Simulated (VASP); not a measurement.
Wanted: the native input for a VASP 6.6.1 run.

```yaml
Task: relaxation of cell and atoms
Functional: LDA
Potentials_or_basis: VASP PAW LDA potentials, release 64 (Cd, S)
Cutoff: 600 eV
k_mesh: 8 × 8 × 8
Occupations: gaussian, width 0.03 eV
Spin: no spin polarisation
Further_INCAR_settings: ALGO = Normal; EDIFF = 1e-07; IBRION = 2; EDIFFG = -0.005; NSW = 90; ISIF = 3
```

The structure of CdS (Hawleyite) lies in POSCAR:

```
CdS                                     
1.0
    0.0000000000      2.8853930028      2.8853930028
    2.8853930028     -0.0000000000      2.8853930028
    2.8853930028      2.8853930028      0.0000000000
  Cd              S             
     1     1
Direct
     0.0000000000000000    0.0000000000000000    0.0000000000000000
     0.2500000000000000    0.2500000000000000    0.2500000000000000
```

One way to write it, as run:

INCAR

```
SYSTEM = CdS
ALGO = Normal
EDIFF = 1E-7
EDIFFG = -0.005
ENCUT = 600
GGA = CA
IBRION = 2
ISIF = 3
ISMEAR = 0
LASPH = .True.
LCHARG = .False.
LREAL = .False.
LWAVE = .False.
NELM = 80
NSW = 90
PREC = Accurate
SIGMA = 0.03
```

KPOINTS

```
k-points
0
Gamma
  8 8 8
  0 0 0
```

Potentials or basis: VASP PAW LDA potentials, release 64 (Cd, S).

Launch:

```bash
$ cat potpaw_LDA.64/Cd/POTCAR potpaw_LDA.64/S/POTCAR > POTCAR
$ mpirun -np 1 vasp_std > vasp.out
```

It gave:

```yaml
Pressure_after_relaxing: 0.0 GPa
Band_gap_on_the_k_mesh: 0.96 eV, direct
```

Caveat: the relaxation stopped at its first step, so nothing moved.

It took 40 s on 1 thread of Intel(R) Xeon(R) Platinum 8375C CPU @ 2.90GHz (Ice Lake) (shared host), peak memory 0.17 GiB.
